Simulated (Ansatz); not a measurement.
# Ge (Fd-3m) in Ansatz: notebook

Runs on Ge. Level: HSE06. Tasks: band structure, single point, equation of state.

Everything below comes from runs of Ansatz 0.2.0. Logs are shortened: lines on timing, memory, paths and dates and some standing lists are left out, and cuts for length are marked.

**What was measured.**

“Temperature-dependent photoluminescence in Ge: experiment and theory”, 2020, arxiv:2003.00143 reports, for a bulk crystal of Ge at 0 K: band gap 0.744 eV (indirect).

“Sub-monolayer structures of Ag overlayers on Ge(111): experimental observations and first-principles study”, 2019, arxiv:1908.00180 quotes, for a bulk crystal of Ge: bulk modulus 75.8 GPa.

How close the calculation comes is told below.

## Step 1: The crystal as given

The structure is cubic, space group Fd-3m (No. 227). The conventional cell has a = 5.658 Å, b = 5.658 Å, c = 5.658 Å, α = 90.00°, β = 90.00°, γ = 90.00°. Ge (site symmetry -43m) has 4 Ge at 2.45 Å as nearest neighbours.

## Step 2: Band structure, HSE06

Contents of input:

```
crystal:
  lattice:
    - [0.0, 2.82891, 2.82891]
    - [2.82891, 0.0, 2.82891]
    - [2.82891, 2.82891, 0.0]
  atoms:
    - { symbol: Ge, position: [0.75, 0.75, 0.75] }
    - { symbol: Ge, position: [0.5, 0.5, 0.5] }
hamiltonian:
  xc: hse06
  pseudopotentials: { kind: paw }
kpoints:
  mp_grid: { grid: [6, 6, 6] }
  band_path:
    path:
      - [[0.0, 0.0, 0.0], [0.5, 0.0, 0.5], [0.5, 0.25, 0.75], [0.375, 0.375, 0.75], [0.0, 0.0, 0.0], [0.5, 0.5, 0.5], [0.625, 0.25, 0.625], [0.5, 0.25, 0.75], [0.5, 0.5, 0.5], [0.375, 0.375, 0.75]]
      - [[0.625, 0.25, 0.625], [0.5, 0.0, 0.5]]
    npoints: 4
scf:
  occupations: { method: fermi_dirac, width: 0.05 }
  n_extra_bands: 6
output:
  forces: true
  stress: true
  eigenvalues: true
  fatbands: false
  write_density: true
  write_potential: true
  elf: true
  volumetric_format: npy
```

Potentials or basis: Ansatz PAW.

Output:

```text
Warning: output.stress: scf.convergence.dr2_threshold = 1e-7 eV (the SCF's general default) is looser than the 2e-10 eV advised for a printed stress (1e-10 eV for each atom of the cell: 2). What an SCF threshold leaves in a stress goes as its square root, and in the free energy as the threshold itself, and one threshold admits the most on a small cell: of the crystals measured, under no hybrid functional and no lock of the moments, on runs that ended without the residual-converged pass, on stresses that held no estimate of that error, the worst erred by over 100 MPa in a component at 1e-7 eV an atom and by under 5 at 1e-10. Set scf.convergence.dr2_threshold to 2e-10 eV or tighter. The threshold is an SCF's pass mark: one that does not reach it within its budget of iterations ends unconverged, or closes short of it on a stop that the run arms, and scf.convergence.dr2_threshold's page says what that costs each kind of run
Warning: output.stress: scf.exx.energy_threshold = 1e-6 eV is looser than the 2e-8 eV advised for a stress under a hybrid functional (1e-8 eV for each atom of the cell: 2). Every SCF of the exchange loop can meet its threshold on dr2 while the loop round them stops early: no threshold on dr2 bounds what that leaves in the stress. Set scf.exx.energy_threshold to 2e-8 eV or tighter. The threshold is the loop's pass mark: a loop that does not reach it within its budget of cycles ends unconverged, and scf.exx.energy_threshold's page has the law
scf.n_extra_bands = 6 over 14 filled bands (N_el = 28.0): the run solves 20 bands
GPUs: using 1 of 1 available (devices: 1).
Engine: ansatz 0.2.0, x86_64-unknown-linux-gnu
Pseudopotentials: kind: paw
Pseudopotential: Ge, paw, valence charge 14, recommended cutoff 420 eV (normal), Ge.paw.azcp
Functional definition: HSE06
  parameter a = 0.25
  parameter omega = 0.11/bohr
  exchange = pbe_x - a*pbe_x_sr(omega) + a*exact_x_sr(omega)
  correlation = pbe_c
device memory: the entry about to start is reckoned to put 0.5 GiB on a device that reports 67.5 GiB free (of which the cap on the GPU budget leaves the run 18.0 GiB)
GPU FFT provider: cuFFT
GPU libraries: cuBLAS 13.8.2, cuFFT 12.4.0, cuSOLVER 12.3.4
Crystal: 2 atoms, lattice volume = 45.278 Å³
Basis set: ecut = 420 eV, 893 PW (Γ), exchange–correlation on 54×54×54 points (8 copies of the dense FFT grid, shifted against one another)
Bands: 20, of which v1, the nominal top of the filled ones, is band 14 counted from 1 (13 counted from 0)
Symmetry: 48 space group operations
Space group: Fd-3m (ITA 227), of the structure as read, at distance tolerance 3.6e-5 Å
k-points: 16 of 216
Non-local potential: Ge, projectors of the file, l = 0: 2, l = 1: 2, l = 2: 3, l = 3: 1
PAW form: soft (Blöchl's): semilocal exchange-correlation on the pseudo side does not see the compensation charge
PAW frozen core: Ge, regenerated for the run's functional, and the local potential with it (the file was generated under x = pbe(κ = 0.804, μ = 0.2195149727645171), c = pbe(β = 0.06672455060314922))
PAW one-centre angular grid: Ge, 590 points (default); XC on 64 Gauss nodes
Initial density: superposition of atomic densities (neutral atoms: chi_scale 0, normalization atom), corrected by the library's trained network
Initial wavefunctions: pseudopotential atomic-orbital guess
GPU buffer pool allocated for 19683 grid points (all kernels)
GPU transforms: local potential and band sums: pruned to the plane-wave sphere, on 25×27×27
Functional: x = pbe(κ = 0.804, μ = 0.2195149727645171), c = pbe(β = 0.06672455060314922), warm-up for x = pbe(κ = 0.804, μ = 0.2195149727645171) + 0.25 (exact − pbe) at short range (hse, ω = 0.20786987370883472 Å⁻¹), c = pbe(β = 0.06672455060314922); HSE06 as pw.x's `hse` composes it (authors' and Libxc's form: `xc: wpbeh`)
[... 40 lines left out ...]
SCF iter   3: F=—  HF=-8591.673806 eV  |F-HF|=—  |Δ(HF+E_count)|=   3.32e-6  Δρ=1.79e-5  dr2=7.62e-8  ethr=5.96e-10  ⟨swp⟩=4.4  Hψ=879  notcnv=0  defer=1
SCF iter   4: F=—  HF=-8591.673806 eV  |F-HF|=—  |Δ(HF+E_count)|=   4.32e-8  Δρ=2.65e-6  dr2=7.84e-9  ethr=2.33e-10  ⟨swp⟩=3.0  Hψ=782  notcnv=0
SCF iter   5: F=-8591.673806 eV  HF=-8591.673806 eV  |F-HF|=2.96e-10  |Δ(HF+E_count)|=   4.91e-8  Δρ=1.69e-6  dr2=8.26e-10  ethr=4.00e-12  ⟨swp⟩=5.2  Hψ=947  notcnv=0  defer=3
SCF 3 converged in 5 iterations: F = -8591.673806 eV  dr2 = 8.26e-10
  Residual-converged pass: ⟨swp⟩=2.0  Hψ=495  notcnv=0  max |occ|·‖R‖ = 2.4e-6 eV (tolerance 2.4e-6 eV)  dr2=8.26e-10  dr2_onsite=1.59e-10  max |Δocc| = 1.3e-15
hybrid outer 2: dexx = +4.058e-6 eV, tail = 4.63e-8 eV, Δε = 6.05e-3 eV (about 1.69e-4 eV left of the loop's levels)
device memory: the entry about to start is reckoned to put 0.4 GiB on a device that reports 68.3 GiB free (of which the cap on the GPU budget leaves the run 18.0 GiB)
NSCF: frozen V_eff on 42 k-points, pencils in batches of 32, up to order 88
hybrid SCF converged: 2 outer / 10 inner (+7 warm-up), last move |dexx| = 4.06e-6 eV, tail = 4.63e-8 eV
Stability not checked: this state was not tested for a lower state beside it, because the functional holds exact exchange (a hybrid, or Hartree-Fock), whose exchange loop this test does not read (fock_operator; see scf.lower_state_search)
Free energy (F): -8591.673807 eV
Frozen-core exchange: fock
Harris-Foulkes:  -8591.673807 eV  (|F-HF|=2.96e-10)
Internal energy: -8591.673797 eV  (E = F + TS)
E sigma→0 (E₀):  -8591.673802 eV
Entropy (-TS):   -0.000010 eV (-0.005 meV/atom)
Fermi energy:    8.652996 eV
--- Per-component energies (eV) ---
  E_band       = -374.142930
  E_kinetic    = 221.334628
  E_local      = -4945.742874  (includes V_loc(G=0)·N_el)
  E_nonlocal   = 839.478737
  E_hartree    = 2174.858001
  E_xc         = -121.696181
  E_vxc        = -103.867056  (∫ρ·V_xc dr)
  E_exx        = -109.045753  (= α·E_x^exact, valence–valence)
  E_paw        = -3962.995617  (= ΣΔE_a)
  E_vpaw       = -516.971271  (= ΣTr[D̂ρ^β])
  E_aug_tail   = 0.000716  (compensation charges beyond the density's cutoff)
  E_ewald      = -2687.134708
  E_core_change = -0.730747  (= ΣΔE_core)
  E_smearing   = -0.000010  (= −TS)
  E_closure    = 0.000000  (closes the sum)
  Σ components = -8591.673807   (vs F -8591.673807, Δ=-1.82e-12)
--- Forces (eV/Å), atoms counted from 1 ---
  atom   1  Ge     0.00000000    -0.00000000    -0.00000000
  atom   2  Ge     0.00000000     0.00000000     0.00000000
  max |Σ_I F_I| component: 1.85e-17 eV/Å
--- Stress (GPa, compression-positive) ---
        1.015753       0.000000      -0.000000
       -0.000000       1.015753       0.000000
        0.000000       0.000000       1.015753
  P = ⅓ Tr σ = 1.0158 GPa (10.158 kbar)
--- Band table (eV; the first three rows and the last of 16) ---
  k-point 0: bands = ["-19.6898", "-19.6898", "-19.6898", "-19.6518", "-19.6518", "-19.4442", "-19.4442", "-19.4442", "-19.4265", "-19.4265", "-5.7927", "8.2590", "8.2590", "8.2590", "9.1260", "11.4687", "11.4687", "11.4687", "15.4720", "18.5829"]
  k-point 1: bands = ["-19.7017", "-19.7017", "-19.6856", "-19.6345", "-19.6345", "-19.4590", "-19.4590", "-19.4488", "-19.4146", "-19.4146", "-5.4193", "4.9817", "7.7105", "7.7105", "9.9103", "12.2022", "12.2022", "13.2142", "16.9495", "17.3945"]
  k-point 2: bands = ["-19.7123", "-19.7123", "-19.6771", "-19.6153", "-19.6153", "-19.4720", "-19.4720", "-19.4584", "-19.4055", "-19.4055", "-4.3807", "1.6677", "7.0017", "7.0017", "9.3100", "12.7562", "12.7562", "16.2576", "16.9666", "18.0933"]
  k-point 15: bands = ["-19.7353", "-19.7353", "-19.6080", "-19.6080", "-19.5405", "-19.5405", "-19.5045", "-19.5045", "-19.3795", "-19.3795", "-1.3674", "-1.3674", "4.2048", "4.2048", "11.6088", "11.6088", "15.7734", "15.7734", "20.4635", "20.4635"]
```

rho_z.tsv:

```text
# z_ang	rho[e/angstrom^3]
# format = ansatz-planar-average/11
# lattice	0.000000000	2.828910000	2.828910000
# lattice	2.828910000	0.000000000	2.828910000
# lattice	2.828910000	2.828910000	0.000000000
# sites	2
# site	32	4.243365000	4.243365000	4.243365000
# site	32	2.828910000	2.828910000	2.828910000
0.000000	1.383972e-1
0.148173	1.200883e-1
0.296347	1.100992e-1
0.444520	1.053851e-1
0.592694	1.060896e-1
0.740867	1.120446e-1
[... 19 lines left out ...]
3.704336	2.317618e-1
3.852509	1.708958e-1
```

Wall time 56 s (1 × NVIDIA H100 80GB HBM3 with 2 threads of AMD EPYC 7R13 (Zen 3), shared host); peak memory 2.1 GiB.

What came out:

* Free energy: -8591.6738 eV
* Pressure: 1.0 GPa
* Band gap on the k mesh: 0.81 eV, indirect (least direct gap 0.87 eV)
* Band gap along the path: 0.81 eV, indirect (least direct gap 0.87 eV)

Levels at the corners of the path, in eV from the valence-band top:
```
point  band 12  band 13  band 14  band 15  band 16  band 17
    Γ     0.00     0.00     0.00     0.87     3.21     3.21
    X    -9.71    -3.36    -3.36     1.26     1.26    10.79
    W    -9.60    -4.24    -4.24     5.21     5.21     5.40
    K    -9.05    -4.72    -2.87     1.71     4.85     8.29
    Γ     0.00     0.00     0.00     0.87     3.21     3.21
    L    -8.30    -1.52    -1.52     0.81     4.45     4.45
    U    -9.05    -4.72    -2.87     1.71     4.85     8.29
    W    -9.60    -4.24    -4.24     5.21     5.21     5.40
    L    -8.30    -1.52    -1.52     0.81     4.45     4.45
    K    -9.05    -4.72    -2.87     1.71     4.85     8.29
    U    -9.05    -4.72    -2.87     1.71     4.85     8.29
    X    -9.71    -3.36    -3.36     1.26     1.26    10.79
```

Caveat: the PAW data sets come from PBE, with cores solved anew for the run's functional, which leaves a small shift of forces and pressure; the thresholds are loose for stress.

(Continued in part 2 of 2.)
